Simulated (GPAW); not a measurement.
# NiO (Fm-3m) in GPAW: notebook

The runs below take NiO through single point, with PBE.

All numbers are computed with GPAW 26.7.0; they aren't measurements. Logs are shortened: lines on timing, memory, paths and dates and some standing lists are left out, and cuts for length are marked. The log counts tension as positive stress, the text compression.

## Step 1: The crystal as given

Symmetry: Fm-3m, No. 225, cubic system. Conventional cell: a = 4.172 Å, b = 4.172 Å, c = 4.172 Å, α = 90.00°, β = 90.00°, γ = 90.00°. Ni (site symmetry m-3m) is surrounded by 6 O at 2.09 Å. Around O (site symmetry m-3m) lie 6 Ni at 2.09 Å.

## Step 2: Single point, PBE, collinear spin, ferromagnetic start

Input file run.py:

```python
from ase import Atoms
from ase.dft.bandgap import bandgap
from ase.io import write
from ase.units import GPa
from gpaw import GPAW, PW

atoms = Atoms(['Ni', 'O'],
              cell=[[0.0, 2.0859016414, 2.0859016414],
                    [2.0859016414, 0.0, 2.0859016414],
                    [2.0859016414, 2.0859016414, 0.0]],
              scaled_positions=[[0.0, 0.0, 0.0],
                                [0.5, 0.5, 0.5]],
              pbc=True)
atoms.set_initial_magnetic_moments([1.0, 0.0])

calc = GPAW(mode=PW(800),
            xc='PBE',
            kpts={'size': (11, 11, 11), 'gamma': True},
            occupations={'name': 'methfessel-paxton', 'order': 0, 'width': 0.017},
            nbands=22,
            convergence={'density': 1e-05, 'energy': 1e-05},
            maxiter=150,
            txt='gpaw.txt')
atoms.calc = calc
energy = atoms.get_potential_energy()
forces = atoms.get_forces()
stress = atoms.get_stress()
calc.write('gs.gpw')
write('result.traj', atoms)
print(f'Energy: {energy:.6f} eV')
print('Forces (eV/A):')
print(forces.round(4))
print('Stress (GPa):', (stress / GPa).round(3))
print('Moments:', calc.get_magnetic_moments().round(3))
print('Fermi level:', round(calc.get_fermi_level(), 4), 'eV')
print(f'Gap: {bandgap(calc)[0]:.4f} eV, direct: {bandgap(calc, direct=True)[0]:.4f} eV')
```

Potentials or basis: GPAW PAW data sets (gpaw-data 1.2.1), pw.

On the command line:

```console
$ OMP_NUM_THREADS=1 python run.py
```

gpaw.txt:

```text
__  _  _
 | _ |_)|_||  |
 |__||  | ||/\| - 26.7.0

Input parameters:
  mode=PW(ecut=800.0),
  convergence={'density': 1e-05, 'energy': 1e-05},
  kpts=MonkhorstPack(size=(11, 11, 11), gamma=True),
  maxiter=150,
  nbands=22,
  occupations=Occupations(name='methfessel-paxton', order=0, width=0.017),
  xc=XC(name='PBE')

Diagonalizing LCAO Hamiltonian
Converting LCAO to pw mode

              O

       Ni

Atoms  # Å, Bohr magnetons
|   | symbol |        x |        y |        z |    initial magnetic moments |
|---|--------|----------|----------|----------|-----------------------------|
| 0 |     Ni | 0.000000 | 0.000000 | 0.000000 | ( 0.0000,  0.0000,  1.0000) |
| 1 |      O | 2.085902 | 2.085902 | 2.085902 | ( 0.0000,  0.0000,  0.0000) |

Unit cell  # Å
| periodic |        x |        y |        z |  lengths |    angles |
|----------|----------|----------|----------|----------|-----------|
|      yes | 0.000000 | 2.085902 | 2.085902 | 2.949910 | 60.000000 |
|      yes | 2.085902 | 0.000000 | 2.085902 | 2.949910 | 60.000000 |
|      yes | 2.085902 | 2.085902 | 0.000000 | 2.949910 | 60.000000 |

Number of symmetries: 48
Symmetry operations  # r_c * U_cc + t_c -> r_c
|    | kind |            matrix            |
|----|------|------------------------------|
|  0 |  σ   |  1, 0, 0,  1, 0,-1,  1,-1, 0 |
|  1 |  C2  |  1, 0, 0,  1,-1, 0,  1, 0,-1 |
|  2 |  E   |  1, 0, 0,  0, 1, 0,  0, 0, 1 |
|  3 |  σ   |  1, 0, 0,  0, 0, 1,  0, 1, 0 |
|  4 |  C4  |  1, 0,-1,  1, 0, 0,  1,-1, 0 |
|  5 |  S6  |  1, 0,-1,  1,-1, 0,  1, 0, 0 |
|  6 |  σ   |  1, 0,-1,  0, 1,-1,  0, 0,-1 |
|  7 |  C3  |  1, 0,-1,  0, 0,-1,  0, 1,-1 |
|  8 |  S6  |  1,-1, 0,  1, 0, 0,  1, 0,-1 |
|  9 |  C4  |  1,-1, 0,  1, 0,-1,  1, 0, 0 |
| 10 |  C3  |  1,-1, 0,  0,-1, 1,  0,-1, 0 |
| 11 |  σ   |  1,-1, 0,  0,-1, 0,  0,-1, 1 |
| 12 |  σ   |  0, 1, 0,  1, 0, 0,  0, 0, 1 |
| 13 |  C4  |  0, 1, 0,  0, 1,-1, -1, 1, 0 |
| 14 |  C3  |  0, 1, 0,  0, 0, 1,  1, 0, 0 |
| 15 |  S6  |  0, 1, 0, -1, 1, 0,  0, 1,-1 |
| 16 |  C2  |  0, 1,-1,  1, 0,-1,  0, 0,-1 |
| 17 |  σ   |  0, 1,-1,  0, 1, 0, -1, 1, 0 |
| 18 |  S4  |  0, 1,-1,  0, 0,-1,  1, 0,-1 |
| 19 |  C4  |  0, 1,-1, -1, 1, 0,  0, 1, 0 |
| 20 |  C3  |  0, 0, 1,  1, 0, 0,  0, 1, 0 |
| 21 |  σ   |  0, 0, 1,  0, 1, 0,  1, 0, 0 |
| 22 |  S6  |  0, 0, 1,  0,-1, 1, -1, 0, 1 |
| 23 |  C4  |  0, 0, 1, -1, 0, 1,  0,-1, 1 |
| 24 |  S4  |  0, 0,-1,  1, 0,-1,  0, 1,-1 |
| 25 |  C3  |  0, 0,-1,  0, 1,-1,  1, 0,-1 |
| 26 |  C2  |  0, 0,-1,  0,-1, 0, -1, 0, 0 |
| 27 |  S6  |  0, 0,-1, -1, 0, 0,  0,-1, 0 |
| 28 |  S4  |  0,-1, 1,  1,-1, 0,  0,-1, 0 |
| 29 |  C4  |  0,-1, 1,  0, 0, 1, -1, 0, 1 |
| 30 |  C2  |  0,-1, 1,  0,-1, 0,  1,-1, 0 |
| 31 |  σ   |  0,-1, 1, -1, 0, 1,  0, 0, 1 |
| 32 |  C3  |  0,-1, 0,  1,-1, 0,  0,-1, 1 |
| 33 |  S6  |  0,-1, 0,  0, 0,-1, -1, 0, 0 |
| 34 |  S4  |  0,-1, 0,  0,-1, 1,  1,-1, 0 |
| 35 |  C2  |  0,-1, 0, -1, 0, 0,  0, 0,-1 |
| 36 |  C2  | -1, 1, 0,  0, 1, 0,  0, 1,-1 |
| 37 |  S6  | -1, 1, 0,  0, 1,-1,  0, 1, 0 |
| 38 |  S4  | -1, 1, 0, -1, 0, 1, -1, 0, 0 |
[... 113 lines left out ...]
density mixing:
  MSR1-Mixer
  Pratt-step length: 0.05
  Maximum mixing coefficient: 0.75
  Old densities: 10
  SVD Regularization: 0.005
  Good broyden scale: 1.0
  Trust region scale: 1.0
  Backstep threshold: 4.0
  History deletion threshold: 6.0
  Fourier metric: weight=20.0, sigma=0.015

occupation numbers:
  Methfessel-Paxton:
    width: 0.0170  # eV
    order: 0

poisson solver:
  ecut: 6400.0  # eV

xc functional:
  name: PBE with 2 nearest neighbor stencil

convergence criteria:
- Maximum integral of absolute [dens]ity change: 1e-05 electrons / valence electron
- Maximum [total energy] change in last 3 cyles: 1e-05 eV / valence electron
- Maximum integral of absolute [eigenst]ate change: 4e-08 eV^2 / valence electron
maximum number of iterations: 150

SCF iterations
|iter     | |      energy | eigst |  dens |  magmom |
|---------|-|-------------|-------|-------|---------|
|iter:   1| |  -13.595954 | +0.15 |       |  +1.0004|
|iter:   2| |  -13.488300 | -2.32 | -1.13 |  +0.9941|
|iter:   3| |  -13.262178 | -2.29 | -1.17 |  +0.8786|
|iter:   4| |  -13.293279 | -2.79 | -1.67 |  +0.8984|
|iter:   5| |  -13.256566 | -3.58 | -1.72 |  +0.8944|
|iter:   6| |  -13.278104 | -3.99 | -1.94 |  +0.9836|
|iter:   7| |  -13.298268 | -3.85 | -2.11 |  +1.1133|
|iter:   8| |  -13.314286 | -3.74 | -2.02 |  +1.3264|
|iter:   9| |  -13.325829 | -3.29 | -2.06 |  +1.6769|
|iter:  10| |  -13.326110 | -3.86 | -2.12 |  +1.8979|
|iter:  11| |  -13.327781 | -3.73 | -2.31 |  +1.6817|
|iter:  12| |  -13.329151 | -4.56 | -2.84 |  +1.7877|
|iter:  13| |  -13.329157 | -6.21 | -3.45 |  +1.7726|
|iter:  14| |  -13.329130c| -5.72 | -3.37 |  +1.7962|
|iter:  15| |  -13.329157c| -5.84 | -3.35 |  +1.7735|
|iter:  16| |  -13.329158c| -6.24 | -3.50 |  +1.7874|
|iter:  17| |  -13.329165c| -6.80 | -3.69 |  +1.7799|
|iter:  18| |  -13.329165c| -8.00c| -4.27 |  +1.7813|
|iter:  19| |  -13.329165c| -8.75c| -5.83c|  +1.7814|

Converged in 19 steps
Energy contributions relative to reference atoms: (reference = -43408.850748)

Energy contributions:
  Kinetic:          26.659286
  Coulomb:         -22.569809
  Zero:              0.268575
  External:          0.000000
  Xc:              -17.687148
  Entropy:          -0.000138
  Spinorbit:         0.000000
  ----------------------------
  Free energy:     -13.329234
  Extrapolated:    -13.329165

dipole moment: (-8.390614, -8.390614, -8.390614)  # |e|*Ang

Total magnetic moment: (0.000000, 0.000000, 1.781391)

Local magnetic moments
|        x |        y |        z |
|----------|----------|----------|
| 0.000000 | 0.000000 | 1.480211 |  # Ni   0
| 0.000000 | 0.000000 | 0.213544 |  # O    1

Fermi level: 8.167
Eigenvalues  # (at kpt = [0.000, 0.000, 0.000])
| band index |      eig [eV] | occ [0-1] |      eig [eV] | occ [0-1] |
|------------|---------------|-----------|---------------|-----------|
|          0 |       -56.652 |     1.000 |       -54.840 |     1.000 |
|        ... |               |           |               |           |
|          4 |         4.971 |     1.000 |         5.530 |     1.000 |
|          5 |         4.971 |     1.000 |         5.530 |     1.000 |
|          6 |         5.021 |     1.000 |         5.530 |     1.000 |
|          7 |         5.021 |     1.000 |         6.290 |     1.000 |
|          8 |         5.021 |     1.000 |         6.290 |     1.000 |
|          9 |         5.458 |     1.000 |         6.290 |     1.000 |
[... 8 lines left out ...]
|         18 |        30.080 |     0.000 |        30.576 |     0.000 |
|         19 |        30.080 |     0.000 |        30.576 |     0.000 |
|        ... |               |           |               |           |
|         21 |        33.706 |     0.000 |        34.403 |     0.000 |

No gap
No difference between direct/indirect transitions

Forces  # eV/Ang
|        x |        y |        z |
|----------|----------|----------|
|  0.00000 | -0.00000 | -0.00000 |  # Ni   0
| -0.00000 | -0.00000 |  0.00000 |  # O    1

Stress tensor  # eV/Ang^3
|         x |         y |         z |
|-----------|-----------|-----------|
| -0.063839 | -0.000000 |  0.000000 |
| -0.000000 | -0.063839 |  0.000000 |
|  0.000000 |  0.000000 | -0.063839 |

# Writing to gs.gpw (mode='')
```

Wall time 71 s (1 thread of Arm Neoverse V1, shared host); peak memory 0.19 GiB.

Results:

| Quantity | Value |
| --- | --- |
| Free energy | -13.3292 eV |
| Pressure | 10.2 GPa |
| Band gap on the k mesh | none (metal or under the smearing width) |
| Net moment | 1.78 μB per cell |
| Site moments | Ni +1.48; O +0.21 μB |

Caveat: the stock nickel data set gives pressures a few GPa off other programs; a cell with one magnetic atom can't hold antiferromagnetic order, which such compounds often take; semilocal functionals often make such compounds metallic where correlation or magnetic order opens a gap, which also shifts bond lengths.

## Step 3: Single point, PBE, collinear spin, ferromagnetic start

Input file run.py:

```python
from ase.dft.bandgap import bandgap
from ase.io import read, write
from ase.units import GPa
from gpaw import GPAW, PW

atoms = read('NiO.xyz')
atoms.set_initial_magnetic_moments([1.0, 0.0])

calc = GPAW(mode=PW(800),
            xc='PBE',
            kpts={'size': (11, 11, 11), 'gamma': True},
            occupations={'name': 'methfessel-paxton', 'order': 0, 'width': 0.018000000000000002},
            nbands=22,
            convergence={'density': 1e-05, 'energy': 1e-05},
            maxiter=150,
            txt='gpaw.txt')
atoms.calc = calc
energy = atoms.get_potential_energy()
forces = atoms.get_forces()
stress = atoms.get_stress()
calc.write('gs.gpw')
write('result.traj', atoms)
print(f'Energy: {energy:.6f} eV')
print('Forces (eV/A):')
print(forces.round(4))
print('Stress (GPa):', (stress / GPa).round(3))
print('Moments:', calc.get_magnetic_moments().round(3))
print('Fermi level:', round(calc.get_fermi_level(), 4), 'eV')
print(f'Gap: {bandgap(calc)[0]:.4f} eV, direct: {bandgap(calc, direct=True)[0]:.4f} eV')
```

Input file NiO.xyz:

```xyz
2
Lattice="0.0000000000 2.0859016414 2.0859016414 2.0859016414 0.0000000000 2.0859016414 2.0859016414 2.0859016414 0.0000000000" Properties=species:S:1:pos:R:3 pbc="T T T"
Ni     0.0000000000      0.0000000000      0.0000000000
O      2.0859016414      2.0859016414      2.0859016414
```

Potentials or basis: GPAW PAW data sets (gpaw-data 1.2.1), pw.

On the command line:

```console
$ OMP_NUM_THREADS=1 python run.py
```

gpaw.txt:

```text
__  _  _
 | _ |_)|_||  |
 |__||  | ||/\| - 26.7.0

Input parameters:
  mode=PW(ecut=800.0),
  convergence={'density': 1e-05, 'energy': 1e-05},
  kpts=MonkhorstPack(size=(11, 11, 11), gamma=True),
  maxiter=150,
  nbands=22,
  occupations=Occupations(name='methfessel-paxton', order=0, width=0.018000000000000002),
  xc=XC(name='PBE')

Diagonalizing LCAO Hamiltonian
Converting LCAO to pw mode

              O

       Ni

Atoms  # Å, Bohr magnetons
|   | symbol |        x |        y |        z |    initial magnetic moments |
|---|--------|----------|----------|----------|-----------------------------|
| 0 |     Ni | 0.000000 | 0.000000 | 0.000000 | ( 0.0000,  0.0000,  1.0000) |
| 1 |      O | 2.085902 | 2.085902 | 2.085902 | ( 0.0000,  0.0000,  0.0000) |

Unit cell  # Å
| periodic |        x |        y |        z |  lengths |    angles |
|----------|----------|----------|----------|----------|-----------|
|      yes | 0.000000 | 2.085902 | 2.085902 | 2.949910 | 60.000000 |
|      yes | 2.085902 | 0.000000 | 2.085902 | 2.949910 | 60.000000 |
|      yes | 2.085902 | 2.085902 | 0.000000 | 2.949910 | 60.000000 |

Number of symmetries: 48
Symmetry operations  # r_c * U_cc + t_c -> r_c
|    | kind |            matrix            |
|----|------|------------------------------|
|  0 |  σ   |  1, 0, 0,  1, 0,-1,  1,-1, 0 |
|  1 |  C2  |  1, 0, 0,  1,-1, 0,  1, 0,-1 |
|  2 |  E   |  1, 0, 0,  0, 1, 0,  0, 0, 1 |
|  3 |  σ   |  1, 0, 0,  0, 0, 1,  0, 1, 0 |
|  4 |  C4  |  1, 0,-1,  1, 0, 0,  1,-1, 0 |
|  5 |  S6  |  1, 0,-1,  1,-1, 0,  1, 0, 0 |
|  6 |  σ   |  1, 0,-1,  0, 1,-1,  0, 0,-1 |
|  7 |  C3  |  1, 0,-1,  0, 0,-1,  0, 1,-1 |
|  8 |  S6  |  1,-1, 0,  1, 0, 0,  1, 0,-1 |
|  9 |  C4  |  1,-1, 0,  1, 0,-1,  1, 0, 0 |
| 10 |  C3  |  1,-1, 0,  0,-1, 1,  0,-1, 0 |
| 11 |  σ   |  1,-1, 0,  0,-1, 0,  0,-1, 1 |
| 12 |  σ   |  0, 1, 0,  1, 0, 0,  0, 0, 1 |
| 13 |  C4  |  0, 1, 0,  0, 1,-1, -1, 1, 0 |
| 14 |  C3  |  0, 1, 0,  0, 0, 1,  1, 0, 0 |
| 15 |  S6  |  0, 1, 0, -1, 1, 0,  0, 1,-1 |
| 16 |  C2  |  0, 1,-1,  1, 0,-1,  0, 0,-1 |
| 17 |  σ   |  0, 1,-1,  0, 1, 0, -1, 1, 0 |
| 18 |  S4  |  0, 1,-1,  0, 0,-1,  1, 0,-1 |
| 19 |  C4  |  0, 1,-1, -1, 1, 0,  0, 1, 0 |
| 20 |  C3  |  0, 0, 1,  1, 0, 0,  0, 1, 0 |
| 21 |  σ   |  0, 0, 1,  0, 1, 0,  1, 0, 0 |
[... 156 lines left out ...]
- Maximum integral of absolute [eigenst]ate change: 4e-08 eV^2 / valence electron
maximum number of iterations: 150

SCF iterations
|iter     | |      energy | eigst |  dens |  magmom |
|---------|-|-------------|-------|-------|---------|
|iter:   1| |  -13.595952 | +0.15 |       |  +1.0004|
|iter:   2| |  -13.488305 | -2.32 | -1.13 |  +0.9941|
|iter:   3| |  -13.262184 | -2.29 | -1.17 |  +0.8779|
|iter:   4| |  -13.293296 | -2.79 | -1.67 |  +0.8978|
|iter:   5| |  -13.256472 | -3.58 | -1.72 |  +0.8937|
|iter:   6| |  -13.278161 | -3.98 | -1.94 |  +0.9833|
|iter:   7| |  -13.298337 | -3.85 | -2.11 |  +1.1135|
|iter:   8| |  -13.314254 | -3.74 | -2.02 |  +1.3248|
|iter:   9| |  -13.325815 | -3.18 | -2.05 |  +1.6874|
|iter:  10| |  -13.327769 | -4.09 | -2.14 |  +1.8575|
|iter:  11| |  -13.328045 | -3.94 | -2.48 |  +1.6963|
|iter:  12| |  -13.329122 | -4.59 | -2.89 |  +1.7962|
|iter:  13| |  -13.329131 | -5.75 | -3.35 |  +1.7666|
|iter:  14| |  -13.329108c| -5.47 | -3.17 |  +1.8007|
|iter:  15| |  -13.329124c| -5.52 | -3.22 |  +1.7663|
|iter:  16| |  -13.329142c| -5.67 | -3.19 |  +1.7943|
|iter:  17| |  -13.329167c| -6.18 | -3.38 |  +1.7782|
|iter:  18| |  -13.329168c| -7.42c| -3.91 |  +1.7817|
|iter:  19| |  -13.329168c| -8.46c| -4.92 |  +1.7815|
|iter:  20| |  -13.329168c| -8.74c| -5.24c|  +1.7814|

Converged in 20 steps
Energy contributions relative to reference atoms: (reference = -43408.850748)

Energy contributions:
  Kinetic:          26.659090
  Coulomb:         -22.569655
  Zero:              0.268583
  External:          0.000000
  Xc:              -17.687113
  Entropy:          -0.000148
  Spinorbit:         0.000000
  ----------------------------
  Free energy:     -13.329242
  Extrapolated:    -13.329168

dipole moment: (-8.390617, -8.390617, -8.390617)  # |e|*Ang

Total magnetic moment: (0.000000, 0.000000, 1.781393)

Local magnetic moments
|        x |        y |        z |
|----------|----------|----------|
| 0.000000 | 0.000000 | 1.480211 |  # Ni   0
| 0.000000 | 0.000000 | 0.213544 |  # O    1

Fermi level: 8.166
Eigenvalues  # (at kpt = [0.000, 0.000, 0.000])
| band index |      eig [eV] | occ [0-1] |      eig [eV] | occ [0-1] |
|------------|---------------|-----------|---------------|-----------|
|          0 |       -56.652 |     1.000 |       -54.840 |     1.000 |
|        ... |               |           |               |           |
|          4 |         4.971 |     1.000 |         5.530 |     1.000 |
|          5 |         4.971 |     1.000 |         5.530 |     1.000 |
|          6 |         5.021 |     1.000 |         5.530 |     1.000 |
|          7 |         5.021 |     1.000 |         6.290 |     1.000 |
|          8 |         5.021 |     1.000 |         6.290 |     1.000 |
|          9 |         5.458 |     1.000 |         6.290 |     1.000 |
[... 8 lines left out ...]
|         18 |        30.080 |     0.000 |        30.576 |     0.000 |
|         19 |        30.080 |     0.000 |        30.576 |     0.000 |
|        ... |               |           |               |           |
|         21 |        33.706 |     0.000 |        34.403 |     0.000 |

No gap
No difference between direct/indirect transitions

Forces  # eV/Ang
|        x |        y |        z |
|----------|----------|----------|
|  0.00000 | -0.00000 |  0.00000 |  # Ni   0
| -0.00000 |  0.00000 | -0.00000 |  # O    1

Stress tensor  # eV/Ang^3
|         x |         y |         z |
|-----------|-----------|-----------|
| -0.063846 | -0.000000 |  0.000000 |
| -0.000000 | -0.063846 |  0.000000 |
|  0.000000 |  0.000000 | -0.063846 |

# Writing to gs.gpw (mode='')
```

stdout:

```text
Energy: -13.329168 eV
Forces (eV/A):
[[ 0. -0.  0.]
 [-0.  0. -0.]]
Stress (GPa): [-10.229 -10.229 -10.229   0.      0.     -0.   ]
Moments: [1.48  0.214]
Fermi level: 8.166 eV
Gap: 0.0000 eV, direct: 0.0000 eV
```

Wall time 72 s (1 thread of Arm Neoverse V1, shared host); peak memory 0.19 GiB.

What came out:

```yaml
Free_energy: -13.3292 eV
Pressure: 10.2 GPa
Band_gap_on_the_k_mesh: none (metal or under the smearing width)
Net_moment: 1.78 μB per cell
Site_moments: Ni +1.48; O +0.21 μB
```

Caveat: the stock nickel data set gives pressures a few GPa off other programs; a cell with one magnetic atom can't hold antiferromagnetic order, which such compounds often take; semilocal functionals often make such compounds metallic where correlation or magnetic order opens a gap, which also shifts bond lengths.

(Part 1 of 2 ends here.)
